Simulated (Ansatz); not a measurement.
Reactions of CH$_{5}$AlGeO (`O=[CH][GeH2][AlH2]`).

Program: Ansatz. Geometries: PBE0-D4/def2-TZVP. ΔE: electronic, gas phase. CCSD(T)/CBS is the MP2 limit (def2-TZVPP, def2-QZVPP) plus CCSD(T) − MP2 in def2-TZVPP, frozen cores. This one scheme is used for every species. Elements past krypton have def2 core potentials. For Ge, Sn outer-core shells are correlated without core-valence functions, which leaves a few kJ/mol of doubt a bond. Scalar relativity is left out up to krypton. One conformer a species, not always the lowest.

(1) Order these by ΔE at CCSD(T)/CBS, lowest first. (An estimate is asked.)
A. `O=[CH][GeH2][AlH2]` + `FC[BH][SnH3]` → `FC[BH][GeH2][AlH2]` + `O=[CH][SnH3]`
B. `O=[CH][GeH2][AlH2]` + `CC(C)(C)O` → `CC(C)(C)OC=O` + `[AlH2][GeH3]`
C. `O=[CH][GeH2][AlH2]` + BH₃ → `[BH2][GeH2][CH]=O` + `[AlH3]`
D. `O=[CH][GeH2][AlH2]` + `N[Si](N)([SiH3])Cl` → `O=[CH][GeH2][Cl]` + `N[Si](N)([AlH2])[SiH3]`

Largest T1 diagnostic: 0.016, for `O=[CH][SnH3]`.

Answers

(1) B (-58.9 kJ/mol), A (+2.5 kJ/mol), C (+38.9 kJ/mol), D (+96.7 kJ/mol).
